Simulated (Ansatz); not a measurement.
Compressing SrTiO3

Computed with DFT PBE+U, scalar-relativistic, plane waves, PAW (Ansatz). (420 eV cutoff, 8×8×8 k-mesh, Gaussian smearing of 0.02 eV, no spin polarisation, U_eff Ti 4.0 eV on d shells)

Reference structure (relaxed):

```xyz
5
Lattice="3.9471 0.0000 0.0000 0.0000 3.9471 0.0000 0.0000 0.0000 3.9471" Properties=species:S:1:pos:R:3 pbc="T T T"
Sr    0.0000    0.0000    0.0000
Ti    1.9736    1.9736    1.9736
O     1.9736    0.0000    1.9736
O     1.9736    1.9736    0.0000
O     0.0000    1.9736    1.9736
```

Cell and atoms are relaxed at each pressure within the symmetry of the start, at zero temperature, so transitions that lower the symmetry aren't seen. The k-mesh given is that at zero pressure and may differ at others. a, b and c are the lengths of the cell vectors above. Gaps are Kohn–Sham gaps over the whole zone.

| P (GPa) | V (Å³/atom) | V/V0 | a (Å) | b (Å) | c (Å) |
| --- | --- | --- | --- | --- | --- |
| -3 | 12.53 | 1.019 | 3.972 | 3.972 | 3.972 |
| 0 | 12.30 | 1.000 | 3.947 | 3.947 | 3.947 |
| 3 | 12.09 | 0.983 | 3.925 | 3.925 | 3.925 |
| 8 | 11.78 | 0.958 | 3.891 | 3.891 | 3.891 |
| 15 | 11.40 | 0.927 | 3.849 | 3.849 | 3.849 |
| 30 | 10.77 | 0.875 | 3.776 | 3.776 | 3.776 |
| 60 | 9.86 | 0.802 | 3.667 | 3.667 | 3.667 |

(1) What bulk modulus and pressure derivative fit these points?

(2) What does pressure do to the gap?

## Answers

(1) A third-order Birch–Murnaghan fit gives B0 = 169 GPa and B0' = 4.3.

(2) The gaps are 2.25 eV at -3 GPa, 2.30 eV at 0 GPa, 2.34 eV at 3 GPa, 2.40 eV at 8 GPa, 2.48 eV at 15 GPa, 2.60 eV at 30 GPa, 2.77 eV at 60 GPa.

Symmetry holds off the tilts and polar distortions that many cubic perovskites undergo.